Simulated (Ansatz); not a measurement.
# Si under changes of volume

One of the cells (20.165 Å³/atom); the others are scaled copies at fixed shape and fractional positions:

```
CELL_PARAMETERS angstrom
0.00000 2.72185 2.72185
2.72185 0.00000 2.72185
2.72185 2.72185 0.00000
ATOMIC_POSITIONS crystal
Si 0.50000 0.50000 0.50000
Si 0.75000 0.75000 0.75000
```

* Program: Ansatz 0.2.0
* Functional: r2SCAN50
* Potentials or basis: Ansatz PAW
* Cutoff: 500 eV (not typed: the program's choice for these potentials)
* k mesh: 4 × 4 × 4
* Occupations: fermi-dirac, width 0.05 eV
* Spin: no spin polarisation

```csv
volume (Å³/atom),energy over the lowest point (meV/atom),pressure (GPa),gap on the mesh (eV)
18.955,16.21,5.8,3.22
19.358,4.91,3.2,3.26
19.761,0.00,0.8,3.30
20.165,?,?,?
20.568,6.92,-3.4,3.36
20.971,17.71,-5.2,3.39
21.375,32.75,-6.8,3.42
```

Problem. What does the run at 20.165 Å³/atom give?

Solution. Energy over the lowest point 0.85 meV/atom; pressure -1.4 GPa; gap on the mesh 3.33 eV.

Worked out: A Birch-Murnaghan fit of order 3 (a polynomial in V^(-2/3)) to the other rows has its minimum at 19.90 Å³/atom with B0 = V·E''(V) = 109 GPa and B' = 4.1. It gives 0.86 meV/atom at 20.165 Å³/atom, against the run's 0.85, and -dE/dV = -1.4 GPa, against -1.4. A straight line through the other rows of the gap, of slope 1.64 eV per unit of ln V, gives 3.33 eV, against the run's 3.33.

Energies are extrapolated to zero smearing.

Caveats: all runs use coarse meshes; the PAW data sets come from PBE, with cores solved anew for the run's functional, which leaves a small shift of forces and pressure; the thresholds are loose for stress.

A mesh can miss the band edges.
